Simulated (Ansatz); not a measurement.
A 2-atom cell of NaI started from a crystallographic database was relaxed with 5 functionals in Ansatz, cell and atoms free, the symmetry of the start kept (meshes: PBE 6×6×6, r2SCAN 6×6×6, PBEsol 6×6×6, LDA 6×6×6, HSE06 4×4×4). Calculated for a static, non-magnetic cell.

The HSE06 result:
```cif
data_structure
_symmetry_space_group_name_H-M 'P 1'
_symmetry_Int_Tables_number 1
_cell_length_a 4.5918
_cell_length_b 4.5918
_cell_length_c 4.5918
_cell_angle_alpha 60.000
_cell_angle_beta 60.000
_cell_angle_gamma 60.000
_cell_volume 68.46
loop_
_atom_site_label
_atom_site_type_symbol
_atom_site_fract_x
_atom_site_fract_y
_atom_site_fract_z
_atom_site_occupancy
Na1 Na 0.00000 0.00000 0.00000 1
I1 I 0.50000 0.50000 0.50000 1
```

Space group Fm-3m (No. 225), cubic; a = 6.494 Å in the conventional setting, 34.23 Å³ an atom. Around Na lie 6 I at 3.25 Å; around I lie 6 Na at 3.25 Å.

Question: Order the functionals by the relaxed volume, smallest first.
A. HSE06
B. PBEsol
C. r2SCAN
D. PBE
E. LDA

Answer: E (30.67 Å³/atom), B (32.81 Å³/atom), C (33.69 Å³/atom), A (34.23 Å³/atom), D (34.78 Å³/atom).

Question: How does the cell change with PBEsol?

Answer: a = 6.403 Å; the volume differs by -4.1 % from HSE06's. Na is surrounded by 6 I at 3.20 Å; I is surrounded by 6 Na at 3.20 Å.

Question: How does the cell change with LDA?

Answer: a = 6.261 Å; the volume differs by -10.4 % from HSE06's. Na is surrounded by 6 I at 3.13 Å; I is surrounded by 6 Na at 3.13 Å.

Question: Held at the r2SCAN cell, what mean stress do LDA and PBE find, and does its sign point to their own minimum?

Answer: Yes. LDA -1.56 GPa, and its relaxed volume is -8.9 % from r2SCAN's; PBE +0.53 GPa, and its relaxed volume is +3.2 % from r2SCAN's. Compression counts positive, so a positive stress asks for a larger cell.
